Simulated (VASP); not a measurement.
# BaTiO3 (P4mm) in VASP: notebook

One crystal, BaTiO3, is run at these levels: r2SCAN, PBE; tasks: relaxation of cell and atoms, relaxation of shape and atoms at fixed volume.

All numbers are computed with VASP 6.6.1; they aren't measurements. Logs are shortened: lines on timing, memory, paths and dates and some standing lists are left out, and cuts for length are marked.

**1. The structure**

The structure is tetragonal, space group P4mm (No. 99). Conventional cell: a = 4.000 Å, b = 4.000 Å, c = 4.018 Å, α = 90.00°, β = 90.00°, γ = 90.00°. Around Ba (site symmetry 4mm) lie 12 O at 2.79 to 2.88 Å. Around Ti (site symmetry 4mm) lie 6 O at 1.89 to 2.13 Å. O (site symmetry 4mm) is surrounded by 2 Ti at 1.89 to 2.13 Å. Around O (site symmetry 2mm) lie 2 Ti at 2.00 Å.

**2. Relaxation of cell and atoms, r2SCAN**

INCAR

```
PREC = Accurate ; ENCUT = 600
EDIFF = 1E-6 ; ISMEAR = 0
SIGMA = 0.03 ; LREAL = F
LASPH = T ; NELM = 80
ALGO = Normal ; ISIF = 3
LWAVE = F ; LCHARG = F
METAGGA = R2SCAN ; LMIXTAU = T
IBRION = 2 ; NSW = 90
EDIFFG = -0.01 ; KPAR = 2
```

KPOINTS

```
regular mesh
0
Gamma
  8 8 8
```

POSCAR

```
BaTiO3
1.0
    3.9998000000      0.0000000000      0.0000000000
    0.0000000000      3.9998000000      0.0000000000
    0.0000000000      0.0000000000      4.0180000000
Ba Ti O
1 1 3
Direct
    0.0000000000      0.0000000000      0.0000000000
    0.5000000000      0.5000000000      0.4900000000
    0.5000000000      0.5000000000      0.0190000000
    0.5000000000      0.0000000000      0.5170000000
    0.0000000000      0.5000000000      0.5170000000
```

Potentials or basis: VASP PAW PBE potentials, release 64 (Ba_sv, Ti_sv, O).

Launch:

```
$ cat potpaw_PBE.64/Ba_sv/POTCAR potpaw_PBE.64/Ti_sv/POTCAR potpaw_PBE.64/O/POTCAR > POTCAR
$ mpirun -np 2 vasp_std > vasp.out
```

OUTCAR:

```text
PREC = Accurate
   ENCUT = 600
   EDIFF = 1E-6
   ISMEAR = 0
   LREAL = F
   LASPH = T
   NELM = 80
   ISIF = 3
   METAGGA = R2SCAN
   IBRION = 2
   NSW = 90
   EDIFFG = -0.01

 ion  position               nearest neighbor table
   1  0.000  0.000  0.000-   4 2.79   5 2.79   5 2.79   4 2.79   3 2.83   3 2.83   3 2.83   3 2.83
                             4 2.88   5 2.88   5 2.88   4 2.88   2 3.45   2 3.45   2 3.45   2 3.45
   2  0.500  0.500  0.490-   3 1.89   4 2.00   5 2.00   4 2.00   5 2.00   3 2.13   1 3.45   1 3.45
                             1 3.45   1 3.45   1 3.49   1 3.49   1 3.49   1 3.49
   3  0.500  0.500  0.019-   2 1.89   2 2.13   1 2.83   1 2.83   1 2.83   1 2.83
   4  0.500  0.000  0.517-   2 2.00   2 2.00   1 2.79   1 2.79   1 2.88   1 2.88
   5  0.000  0.500  0.517-   2 2.00   2 2.00   1 2.79   1 2.79   1 2.88   1 2.88

  LATTYP: Found a simple tetragonal cell.
 ALAT       =     3.9998000000
 C/A-ratio  =     1.0045502275

  Lattice vectors:

 A1 = (   3.9998000000,   0.0000000000,   0.0000000000)
 A2 = (   0.0000000000,   3.9998000000,   0.0000000000)
 A3 = (   0.0000000000,   0.0000000000,   4.0180000000)

Analysis of symmetry for initial positions (statically):
=====================================================================
 Subroutine PRICEL returns:
 Original cell was already a primitive cell.

 Routine SETGRP: Setting up the symmetry group for a
 simple tetragonal supercell.

 Subroutine GETGRP returns: Found  8 space group operations
 (whereof  8 operations were pure point group operations)
 out of a pool of 16 trial point group operations.

The static configuration has the point symmetry C_4v.

Analysis of symmetry for dynamics (positions and initial velocities):
=====================================================================
 Subroutine PRICEL returns:
 Original cell was already a primitive cell.

 Routine SETGRP: Setting up the symmetry group for a
 simple tetragonal supercell.

 Subroutine GETGRP returns: Found  8 space group operations
 (whereof  8 operations were pure point group operations)
 out of a pool of 16 trial point group operations.

The dynamic configuration has the point symmetry C_4v.

 Subroutine INISYM returns: Found  8 space group operations
 (whereof  8 operations are pure point group operations),
 and found     1 'primitive' translations

----------------------------------------------------------------------------------------

                                     Primitive cell

  volume of cell :      64.2816

  direct lattice vectors                    reciprocal lattice vectors
     3.999800000  0.000000000  0.000000000     0.250012501  0.000000000  0.000000000
     0.000000000  3.999800000  0.000000000     0.000000000  0.250012501  0.000000000
     0.000000000  0.000000000  4.018000000     0.000000000  0.000000000  0.248880040

  length of vectors
     3.999800000  3.999800000  4.018000000     0.250012501  0.250012501  0.248880040

  position of ions in fractional coordinates (direct lattice)
     0.000000000  0.000000000  0.000000000
     0.500000000  0.500000000  0.490000000
     0.500000000  0.500000000  0.019000000
     0.500000000  0.000000000  0.517000000
     0.000000000  0.500000000  0.517000000

  ion indices of the primitive-cell ions
   primitive index   ion index
                 1           1
                 2           2
                 3           3
                 4           4
                 5           5

----------------------------------------------------------------------------------------

 KPOINTS: regular mesh

Automatic generation of k-mesh.
 Grid dimensions read from file:
 generate k-points for:    8    8    8

 Generating k-lattice:

  Cartesian coordinates                     Fractional coordinates (reciprocal lattice)
     0.031251563  0.000000000  0.000000000     0.125000000  0.000000000  0.000000000
     0.000000000  0.031251563  0.000000000     0.000000000  0.125000000  0.000000000
     0.000000000  0.000000000  0.031110005     0.000000000  0.000000000  0.125000000

  Length of vectors
     0.031251563  0.031251563  0.031110005

  Shift w.r.t. Gamma in fractional coordinates (k-lattice)
     0.000000000  0.000000000  0.000000000

 Subroutine IBZKPT returns following result:
 ===========================================

 Found     75 irreducible k-points:

 Following reciprocal coordinates:
            Coordinates               Weight
  0.000000  0.000000  0.000000      1.000000
  0.125000  0.000000  0.000000      4.000000
  0.250000  0.000000  0.000000      4.000000
  0.375000  0.000000  0.000000      4.000000
  0.500000  0.000000  0.000000      2.000000
  0.125000  0.125000  0.000000      4.000000
[... 16 lines left out ...]
  0.375000  0.125000  0.125000     16.000000
  0.500000  0.125000  0.125000      8.000000
 [... further k-points ...]
   k-points           NKPTS =     75   k-points in BZ     NKDIM =     75   number of bands    NBANDS=     24
   number of dos      NEDOS =    301   number of ions     NIONS =      5
   total plane-waves  NPLWV =  32768
   dimension x,y,z NGX =    32 NGY =   32 NGZ =   32
   dimension x,y,z NGXF=    64 NGYF=   64 NGZF=   64
   ions per type =               1   1   3
   NGX,Y,Z   is equivalent  to a cutoff of  13.30, 13.30, 13.24 a.u.
   NGXF,Y,Z  is equivalent  to a cutoff of  26.60, 26.60, 26.48 a.u.
 SYSTEM =  unknown system
   PREC   = accura    normal or accurate (medium, high low for compatibility)
   ISTART =      0    job   : 0-new  1-cont  2-samecut
   ICHARG =      2    charge: 1-file 2-atom 10-const
   ISPIN  =      1    spin polarized calculation?
   LNONCOLLINEAR =      F non collinear calculations
   LSORBIT =      F    spin-orbit coupling
   LASPH  =      T    aspherical Exc in radial PAW
   ENCUT  =  600.0 eV  44.10 Ry    6.64 a.u.   7.99  7.99  8.02*2*pi/ulx,y,z
   NELM   =     80;   NELMIN=  2; NELMDL= -5     # of ELM steps
   EDIFF  = 0.1E-05   stopping-criterion for ELM
   LREAL  =      F    real-space projection
   EDIFFG = -.1E-01   stopping-criterion for IOM
   NSW    =     90    number of steps for IOM
   IBRION =      2    ionic relax: 0-MD 1-quasi-New 2-CG
   NFREE  =      1    steps in history (QN), initial steepest desc. (CG)
   ISIF   =      3    stress and relaxation
   ISYM   =      2    0-nonsym 1-usesym 2-fastsym
   POTIM  = 0.5000    time-step for ionic-motion
   TEBEG  =    0.0;   TEEND  =   0.0 temperature during run
   PSTRESS=    0.0 pullay stress
   NELECT =      40.0000    total number of electrons
   NUPDOWN=      -1.0000    fix difference up-down
   EMIN   =  10.00;   EMAX   =-10.00  energy-range for DOS
   EFERMI =   0.00;   METHOD = LEGACY
   ISMEAR =     0;   SIGMA  =   0.03  broadening in eV -4-tet -1-fermi 0-gaus
   EFERMI_NEDOS =   21; number of points for ismear=-14 and -15
   IALGO  =     38    algorithm
   IMIX   =      4    mixing-type and parameters
     AMIX     =   0.40;   BMIX     =  1.00
     AMIX_MAG =   1.60;   BMIX_MAG =  1.00
  volume/ion in A,a.u.               =      12.86        86.76
  Fermi-wavevector in a.u.,A,eV,Ry     =   1.397653  2.641181 26.578078  1.953434
  Thomas-Fermi vector in A             =   2.520888
   LORBIT       =      0    0 simple, 1 ext, 2 COOP (PROOUT), +10 PAW based schemes
   METAGGA = R2SCAN    functional components
   LHFCALC =     F    Hartree Fock is set to
   AEXX    =    0.0000 exact exchange contribution
   IVDW    =     0    specifies the selected vdW correction
   LEPSILON=     F    determine dielectric tensor
   LRPA    =     F    only Hartree local field effects (RPA)
 conjugate gradient relaxation of ions
 non-spin polarized calculation
 Gauss-broadening in eV      SIGMA  =   0.03
  energy-cutoff  :      600.00
  volume of cell :       64.28
 maximum number of plane-waves:      2176
 NGX is ok and might be reduce to    32
   NGX = 15   NGY = 15   NGZ = 17

--------------------------------------- Ionic step        1  -------------------------------------------

 number of electron      39.9999999 magnetization

 Free energy of the ion-electron system (eV)
  ---------------------------------------------------
  ext. energy  EPLUGINS =         0.00000000
  ---------------------------------------------------
  free energy    TOTEN  =       -74.25278669 eV

  energy without entropy =      -74.25278669  energy(sigma->0) =      -74.25278669

------------------------ aborting loop because EDIFF is reached ----------------------------------------

  FORCE on cell =-STRESS in cart. coord.  units (eV):
  Direction    XX          YY          ZZ          XY          YZ          ZX
  --------------------------------------------------------------------------------------
  -------------------------------------------------------------------------------------
  Total        0.2672985      0.2672985      0.6437133      0.0000000      0.0000000      0.0000000
  in kB        6.6622464      6.6622464     16.0441462      0.0000000      0.0000000      0.0000000
  external PRESSURE =       9.7895464 kB  Pullay stress =       0.0000000 kB
[... 98 lines left out ...]
  FREE ENERGIE OF THE ION-ELECTRON SYSTEM (eV)
  ---------------------------------------------------
  free  energy   TOTEN  =       -74.2607555206 eV

  energy  without entropy=      -74.2607555206  energy(sigma->0) =      -74.26075552

[... ionic steps 4 to 11 ...]

--------------------------------------- Ionic step       12  -------------------------------------------

 number of electron      39.9999998 magnetization

------------------------ aborting loop because EDIFF is reached ----------------------------------------

  FORCE on cell =-STRESS in cart. coord.  units (eV):
  Direction    XX          YY          ZZ          XY          YZ          ZX
  --------------------------------------------------------------------------------------
  -------------------------------------------------------------------------------------
  Total       -0.0083265     -0.0083265      0.1106484      0.0000000      0.0000000      0.0000000
  in kB       -0.2039392     -0.2039392      2.7100787      0.0000000      0.0000000      0.0000000
  external PRESSURE =       0.7674001 kB  Pullay stress =       0.0000000 kB
[... 63 lines left out ...]
  energy  without entropy=      -74.2706996261  energy(sigma->0) =      -74.27069963

--------------------------------------- Ionic step       14  -------------------------------------------

 number of electron      39.9999998 magnetization

 Free energy of the ion-electron system (eV)
  ---------------------------------------------------
  ext. energy  EPLUGINS =         0.00000000
  ---------------------------------------------------
  free energy    TOTEN  =       -74.27072314 eV

  energy without entropy =      -74.27072314  energy(sigma->0) =      -74.27072314

 E-fermi :   3.8005     XC(G=0): -11.7880

 val. band max:        3.5212488860   @ k =   0.5000   0.5000   0.5000
 cond. band min:       5.7017054882   @ k =   0.0000   0.0000   0.0000
 fundamental gap:      2.1804566021
 Fermi energy:         3.8005409497

 k-point     1 :       0.0000    0.0000    0.0000
  band No.  band energies     occupation
      1     -55.3317      2.00000
      2     -30.5811      2.00000
      3     -30.4816      2.00000
      4     -30.4816      2.00000
      5     -22.1870      2.00000
      6     -14.4405      2.00000
[... 637 lines left out ...]
     23       7.4663      0.00000
     24       8.4537      0.00000

 [... further k-points ...]
[... 5 lines left out ...]
  --------------------------------------------------------------------------------------
  -------------------------------------------------------------------------------------
  Total        0.0016549      0.0016549      0.0132369      0.0000000      0.0000000      0.0000000
  in kB        0.0405279      0.0405279      0.3241764      0.0000000      0.0000000      0.0000000
  external PRESSURE =       0.1350774 kB  Pullay stress =       0.0000000 kB
[... 20 lines left out ...]
  FREE ENERGIE OF THE ION-ELECTRON SYSTEM (eV)
  ---------------------------------------------------
  free  energy   TOTEN  =       -74.2707231379 eV

  energy  without entropy=      -74.2707231379  energy(sigma->0) =      -74.27072314

 reached required accuracy - stopping structural energy minimisation
```

Wall time 9.9 min (2 MPI ranks of Intel Xeon 6975P-C (Granite Rapids), shared host); peak memory 0.31 GiB.

Results:

```yaml
Free_energy: -74.2707 eV
Relaxed_volume: 13.08 Å³/atom
Relaxed_cell: a = 3.987 Å, b = 3.987 Å, c = 4.115 Å, α = 90.00°, β = 90.00°, γ = 90.00°
Space_group_after_relaxing_to_0.05_Å: P4mm (No. 99)
Energy_gained_by_relaxing: 3.6 meV/atom
Ionic_steps: 14
Pressure_after_relaxing: 0.0 GPa
Band_gap_on_the_k_mesh: 2.18 eV, indirect (least direct gap 2.66 eV)
```

Forces on the atoms (eV/Å):
```
Ba   0.000  0.000  0.003
Ti   0.000  0.000  0.000
O    0.000  0.000  0.002
O    0.000  0.000 -0.003
O    0.000  0.000 -0.003
```

Step by step:
| step | energy change (eV) | largest force (eV/Å) | pressure (GPa) | volume (Å³) |
| --- | --- | --- | --- | --- |
| 1 | 0.0000 | 0.3061 | 0.98 | 64.28 |
| 2 | -0.0077 | 0.2206 | -0.66 | 65.01 |
| 3 | -0.0080 | 0.2031 | -1.04 | 65.18 |
| 4 | -0.0126 | 0.1118 | 0.05 | 64.97 |
| 5 | -0.0127 | 0.0963 | 0.23 | 64.93 |
| 6 | -0.0145 | 0.0767 | 0.21 | 65.02 |
| 7 | -0.0164 | 0.0971 | 0.19 | 65.19 |
| 8 | -0.0165 | 0.1094 | 0.21 | 65.24 |
| 9 | -0.0174 | 0.0721 | -0.30 | 65.49 |
| 10 | -0.0174 | 0.0648 | -0.36 | 65.54 |
| 11 | -0.0178 | 0.0570 | 0.19 | 65.38 |
| 12 | -0.0178 | 0.0494 | 0.08 | 65.41 |
| 13 | -0.0179 | 0.0173 | 0.00 | 65.42 |
| 14 | -0.0179 | 0.0029 | 0.01 | 65.42 |

Final structure:
```yaml
crystal:
  lattice:
    - [3.98727, 0.00000, 0.00000]
    - [0.00000, 3.98727, 0.00000]
    - [0.00000, 0.00000, 4.11497]
  atoms:
    - { symbol: Ba, position: [0.00000, 0.00000, 0.99717] }
    - { symbol: Ti, position: [0.50000, 0.50000, 0.47920] }
    - { symbol: O, position: [0.50000, 0.50000, 0.03310] }
    - { symbol: O, position: [0.50000, 0.00000, 0.51676] }
    - { symbol: O, position: [0.00000, 0.50000, 0.51676] }
```

Levels at points of the mesh, in eV from the valence-band top:
| k point | band 18 | band 19 | band 20 | band 21 | band 22 | band 23 |
| --- | --- | --- | --- | --- | --- | --- |
| (0.00, 0.00, 0.00) | -0.68 | -0.48 | -0.48 | 2.18 | 2.61 | 2.61 |
| (0.50, 0.00, 0.00) | -1.71 | -1.35 | -1.17 | 2.71 | 3.85 | 3.92 |
| (0.50, 0.50, 0.00) | -1.11 | -1.11 | -0.07 | 3.95 | 3.95 | 4.33 |
| (0.00, 0.00, 0.50) | -1.99 | -0.76 | -0.76 | 2.31 | 3.84 | 3.84 |
| (0.50, 0.00, 0.50) | -1.09 | -1.03 | -0.39 | 3.85 | 3.88 | 4.21 |
| (0.50, 0.50, 0.50) | -0.31 | -0.31 | 0.00 | 4.44 | 4.44 | 4.52 |

Caveat: the PAW data sets were made with another functional, which shifts forces and pressure a little; spin-orbit coupling is left out, which moves the levels of the heavy elements. Zero-point motion and thermal expansion aren't in these numbers.

**3. Relaxation of cell and atoms, r2SCAN**

This run uses another cell than the first one, of 13.08 Å³/atom, 1.018 times its volume.

INCAR

```
PREC = Accurate ; ENCUT = 600
EDIFF = 1E-7 ; ISMEAR = 0
SIGMA = 0.03 ; LREAL = F
LASPH = T ; NELM = 80
ALGO = Normal ; ISIF = 3
LWAVE = F ; LCHARG = F
METAGGA = R2SCAN ; LMIXTAU = T
IBRION = 2 ; NSW = 90
EDIFFG = -0.005 ; KPAR = 2
```

KPOINTS is that of step 2.

POSCAR

```
BaTiO3                                  
1.0
    3.9872653553      0.0000000000      0.0000000000
    0.0000000000      3.9872653553      0.0000000000
    0.0000000000      0.0000000000      4.1149707463
  Ba              Ti              O             
     1     1     3
Direct
     0.0000000000000000    0.0000000000000000    0.9971689026408103
     0.5000000000000000    0.5000000000000000    0.4792036959588432
     0.5000000000000000    0.5000000000000000    0.0331038404906195
     0.5000000000000000    0.0000000000000000    0.5167617804548665
     0.0000000000000000    0.5000000000000000    0.5167617804548665
```

Potentials or basis: VASP PAW PBE potentials, release 64 (Ba_sv, Ti_sv, O).

Launch:

```
$ cat potpaw_PBE.64/Ba_sv/POTCAR potpaw_PBE.64/Ti_sv/POTCAR potpaw_PBE.64/O/POTCAR > POTCAR
$ mpirun -np 2 vasp_std > vasp.out
```

Run time: 2.1 min. Hardware: 2 MPI ranks of Intel Xeon 6975P-C (Granite Rapids), shared host; peak memory 0.3 GiB.

It converged, with:

- Free energy: -74.2732 eV
- Pressure after relaxing: 0.0 GPa
- Largest force after relaxing: 0.004 eV/Å
- Band gap on the k mesh: 2.18 eV, indirect (least direct gap 2.66 eV)

Forces in eV/Å, atoms in the order of the input:
```
Ba   0.000  0.000  0.001
Ti   0.000  0.000  0.004
O    0.000  0.000  0.003
O    0.000  0.000 -0.004
O    0.000  0.000 -0.004
```

Final structure:
```
CELL_PARAMETERS angstrom
3.98727 0.00000 0.00000
0.00000 3.98727 0.00000
0.00000 0.00000 4.11497
ATOMIC_POSITIONS crystal
Ba 0.00000 0.00000 0.99717
Ti 0.50000 0.50000 0.47920
O 0.50000 0.50000 0.03310
O 0.50000 0.00000 0.51676
O 0.00000 0.50000 0.51676
```

Levels at points of the mesh, in eV from the valence-band top:
```csv
k point,band 18,band 19,band 20,band 21,band 22,band 23
"(0.00, 0.00, 0.00)",-0.68,-0.48,-0.48,2.18,2.61,2.61
"(0.50, 0.00, 0.00)",-1.71,-1.35,-1.17,2.71,3.85,3.92
"(0.50, 0.50, 0.00)",-1.11,-1.11,-0.07,3.95,3.95,4.33
"(0.00, 0.00, 0.50)",-1.99,-0.76,-0.76,2.31,3.84,3.84
"(0.50, 0.00, 0.50)",-1.09,-1.03,-0.39,3.85,3.88,4.21
"(0.50, 0.50, 0.50)",-0.31,-0.31,0.00,4.45,4.45,4.52
```

Caveat: the relaxation stopped at its first step, so nothing moved; the PAW data sets were made with another functional, which shifts forces and pressure a little; spin-orbit coupling is left out, which moves the levels of the heavy elements. A k mesh can miss the band edges.

(Continued in part 2 of 2.)
